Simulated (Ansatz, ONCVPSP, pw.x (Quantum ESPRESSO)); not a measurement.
What a changed setting does to a pw.x run (sc Sc)

Potential: optimised norm-conserving Vanderbilt (ONCV), ONCVPSP 4.0.1, PBE; core [Ne], reference 3s2 3p6 3d1 4s1.75 4p0.25; waves: 3s+4s: rc 1.70 bohr, ncon 3, nbas 6, qcut 8.7 1/bohr, 2 projectors; 3p+4p: rc 2.05 bohr, ncon 4, nbas 9, qcut 6.7 1/bohr, 2 projectors; 3d: rc 2.15 bohr, ncon 5, nbas 9, qcut 6.3 1/bohr, 2 projectors, debl 4 Ha; f scattering state at 0.43 Ha: rc 1.95 bohr, ncon 3, nbas 6, qcut 4.9 1/bohr, 2 projectors, debl 0.4 Ha; local part: polynomial inside 1.65 bohr (lpopt 4, dvloc0 4 Ha); core correction: none.

The reference run (k-mesh 11³, cutoffs 90/360 Ry, Fermi–Dirac 0.01 Ry, mixing_beta 0.4, conv_thr 1e-9, no spin) gives 0.11 GPa at 26.321 Å³/atom, where all-electron LAPW gives 0.02 GPa. This run, with its own iteration cap, changes degauss to 0.002.

```
&control
  calculation='scf', prefix='x', pseudo_dir='./', outdir='./tmp', tstress=.true., disk_io='none'
/
&system
  ibrav=0, nat=1, ntyp=1, ecutwfc=90, ecutrho=360, nbnd=13,
  occupations='smearing', smearing='fd', degauss=0.002
/
&electrons
  conv_thr=1e-09, mixing_beta=0.4, electron_maxstep=70
/
ATOMIC_SPECIES
Sc 1.0 Sc.UPF
CELL_PARAMETERS angstrom
  2.97463805 0.00000000 0.00000000
  0.00000000 2.97463805 0.00000000
  0.00000000 0.00000000 2.97463805
ATOMIC_POSITIONS crystal
Sc 0.0000 0.0000 0.0000
K_POINTS automatic
11 11 11 0 0 0
```

```bash
pw.x < Sc.scf.in > Sc.scf.out
```

Q: How does the run end?

A: It converges in 8 iterations; the free energy moves by +81.0 meV/atom and the pressure by -0.49 GPa. In a metal, with Fermi–Dirac smearing, F lies below its zero-width value by a term in the square of the width.

```
Message from routine setup:
     using ibrav=0 with symmetry is DISCOURAGED, use correct ibrav instead
     lattice parameter (alat)  =       5.6213  a.u.
     unit-cell volume          =     177.6229 (a.u.)^3
     number of electrons       =        11.00
     number of Kohn-Sham states=           13
     kinetic-energy cutoff     =      90.0000  Ry
     charge density cutoff     =     360.0000  Ry
     scf convergence threshold =      1.0E-09
     Exchange-correlation= PBE
     number of k points=    56  Fermi-Dirac smearing, width (Ry)=  0.0020
     iteration #  1     ecut=    90.00 Ry     beta= 0.40
     total energy              =     -93.07482796 Ry
     estimated scf accuracy    <       0.00734269 Ry
     iteration #  2     ecut=    90.00 Ry     beta= 0.40
     total energy              =     -93.07586891 Ry
     estimated scf accuracy    <       0.00033577 Ry
     iteration #  3     ecut=    90.00 Ry     beta= 0.40
     total energy              =     -93.07591573 Ry
     estimated scf accuracy    <       0.00007188 Ry
     iteration #  4     ecut=    90.00 Ry     beta= 0.40
     total energy              =     -93.07591856 Ry
     estimated scf accuracy    <       0.00000074 Ry
     iteration #  5     ecut=    90.00 Ry     beta= 0.40
     total energy              =     -93.07591853 Ry
     estimated scf accuracy    <       0.00000033 Ry
     iteration #  6     ecut=    90.00 Ry     beta= 0.40
     total energy              =     -93.07591858 Ry
     estimated scf accuracy    <       0.00000002 Ry
     iteration #  7     ecut=    90.00 Ry     beta= 0.40
     total energy              =     -93.07591858 Ry
     estimated scf accuracy    <          5.8E-09 Ry
     iteration #  8     ecut=    90.00 Ry     beta= 0.40
     the Fermi energy is     8.6777 ev
!    total energy              =     -93.07591858 Ry
     estimated scf accuracy    <          4.2E-11 Ry
     smearing contrib. (-TS)   =      -0.00063416 Ry
     The total energy is F=E-TS. E is the sum of the following terms:
     one-electron contribution =     -42.43565494 Ry
     hartree contribution      =      22.58325700 Ry
     xc contribution           =     -12.14876245 Ry
     ewald contribution        =     -61.07412402 Ry
     convergence has been achieved in   8 iterations
          total   stress  (Ry/bohr**3)                   (kbar)     P=       -3.72
     Message from routine punch:
     Nothing written, as per user request (disk_io='none')
```

The run took about 23 s on one core of a shared server CPU.
